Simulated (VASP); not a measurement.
Input of a VASP 6.6.1 run:

The input INCAR:

```
SYSTEM = C
  PREC = Accurate
  ENCUT = 520
  EDIFF = 1E-7
  ISMEAR = 0
  SIGMA = 0.02
  LREAL = .False.
  LASPH = .True.
  NELM = 80
  ALGO = Fast
  ISIF = 2
  LWAVE = .False.
  LCHARG = .False.
  GGA = PE
```

File KPOINTS:

```
Automatic mesh
0
Gamma
  14 14 14
  0 0 0
```

The input POSCAR:

```
C                                       
1.0
    0.0000000000      1.7867104381      1.7867104381
    1.7867104381      0.0000000000      1.7867104381
    1.7867104381      1.7867104381      0.0000000000
  C             
     2
Direct
     0.0000000000000000    0.0000000000000000    0.0000000000000000
     0.2500000000000000    0.2500000000000000    0.2500000000000000
```

Potentials or basis: VASP PAW PBE potentials, release 64 (C).

Command:

```bash
$ cat potpaw_PBE.64/C/POTCAR > POTCAR
$ mpirun -np 1 vasp_std > vasp.out
```

Q: Predict the pressure.

A: 0.0 GPa.

Q: Predict the band gap on the k mesh.

A: 4.12 eV, indirect (least direct gap 5.57 eV).

A k mesh can miss the band edges.
